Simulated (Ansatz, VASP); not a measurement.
# One calculation of KI, two programs

INCAR

```
  PREC = Accurate
  ENCUT = 520
  EDIFF = 1E-7
  ISMEAR = -1
  SIGMA = 0.02
  LREAL = False
  LASPH = True
  NELM = 80
  ALGO = Normal
  ISIF = 2
  LWAVE = False
  LCHARG = True
  GGA = PE
  LELF = True
  LVHAR = True
  NBANDS = 15
```

The input KPOINTS:

```
regular mesh
0
Gamma
  6 6 6
```

POSCAR

```
KI
1.0
    0.0000000000      3.5442842164      3.5442842164
    3.4733985321      0.0000000000      3.5442842164
    3.4733985321      3.5442842164      0.0000000000
K I
1 1
Direct
    0.0000000000      0.0000000000      0.0000000000
    0.5000000000      0.5000000000      0.5000000000
```

Input for Ansatz:

```yaml
crystal:
  lattice:
    - [0.0, 3.5442842164, 3.5442842164]
    - [3.4733985321, 0.0, 3.5442842164]
    - [3.4733985321, 3.5442842164, 0.0]
  atoms:
    - { symbol: K, position: [0.0, 0.0, 0.0] }
    - { symbol: I, position: [0.5, 0.5, 0.5] }
kpoints:
  mp_grid: { grid: [6, 6, 6] }
  band_path:
    path:
      - [0.0, 0.0, 0.0]
      - [0.5, 0.0, 0.5]
      - [0.625, 0.25, 0.625]
      - [0.375, 0.375, 0.75]
      - [0.5, 0.5, 0.5]
      - [0.5, 0.25, 0.75]
    npoints: 1
hamiltonian:
  xc: pbe
scf:
  occupations: { method: fermi_dirac, width: 0.02 }
  n_extra_bands: 4
output:
  forces: true
  stress: true
  eigenvalues: true
```

Change from the starting cell: uniaxial_x strain -2.0%.

Alike in both runs: task single point; functional PBE; k mesh 6 × 6 × 6; occupations fermi-dirac, width 0.02 eV; no spin polarisation.

|  | VASP | Ansatz |
| --- | --- | --- |
| version | VASP 6.6.1 | Ansatz 0.2.0 |
| potentials or method | VASP PAW PBE potentials, release 64 (K_sv, I) | plane waves, PAW |
| plane-wave cutoff (eV) | 520 | 420 |
| valence electrons in the cell | 16 | 26 |

|  | VASP | Ansatz | Ansatz less VASP |
| --- | --- | --- | --- |
| gap on the k mesh at the Fermi level (eV) | 3.98 | 3.99 | +0.004 |
| pressure (GPa) | 0.8 | 0.7 | -0.03 |
| largest component of the traceless stress (GPa) | 0.40 | 0.39 | -0.005 |

The two sets of potentials don't hold the same shells in valence.

Caveats: spin-orbit coupling is left out, which moves the levels of the heavy elements.
